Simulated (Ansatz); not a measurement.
Crystal: Sb.

```xyz
2
Lattice="3.1224 0.0000 0.0000 0.0000 4.3475 0.0000 -0.0389 0.0000 4.4059" Properties=species:S:1:pos:R:3 pbc="T T T"
Sb    0.0262    1.0869    1.0625
Sb    3.0573    3.2606    3.3433
```

This isn't the form of Sb at room conditions, which is rhombohedral.

| Quantity | Value |
| --- | --- |
| Program | Ansatz 0.2.0 |
| Task | relaxation of cell and atoms |
| Functional | PBE |
| Dispersion | D3(BJ) |
| Potentials or basis | Ansatz PAW |
| Cutoff | 420 eV (not typed: the program's choice for these potentials) |
| k mesh | 9 × 6 × 6 |
| Occupations | fermi-dirac, width 0.05 eV |
| Spin | no spin polarisation |

At the start: volume 29.90 Å³/atom.

Q: How do energy, volume and symmetry change on relaxing?

A: It ends after 9 steps and the volume is 28.62 Å³/atom (-4.3 %); space group Pm-3m (No. 221, to 0.05 Å).

Step by step:
| step | energy change (eV) | largest force (eV/Å) | volume (Å³) |
| --- | --- | --- | --- |
| 1 | 0.0000 | 0.0575 | 59.81 |
| 2 | -0.0150 | 0.1048 | 56.08 |
| 3 | -0.0216 | 0.0629 | 57.38 |
| 4 | -0.0231 | 0.0017 | 57.27 |
| 5 | -0.0232 | 0.0010 | 57.26 |
| 6 | -0.0233 | 0.0016 | 57.24 |
| 7 | -0.0234 | 0.0035 | 57.23 |
| 8 | -0.0234 | 0.0020 | 57.23 |
| 9 | -0.0228 | 0.0020 | 57.23 |

Final structure:
```xyz
2
Lattice="3.0718 0.0000 0.0130 0.0000 4.3022 0.0000 -0.0200 0.0000 4.3306" Properties=species:S:1:pos:R:3 pbc="T T T"
Sb   -0.0027    1.0756    1.0824
Sb    3.0546    3.2267    3.2612
```

Caveat: the plane-wave basis is chosen anew once the cell has moved, so the energies of steps on either side of that aren't comparable; pairwise dispersion overbinds metals, which lowers pressure and volume.
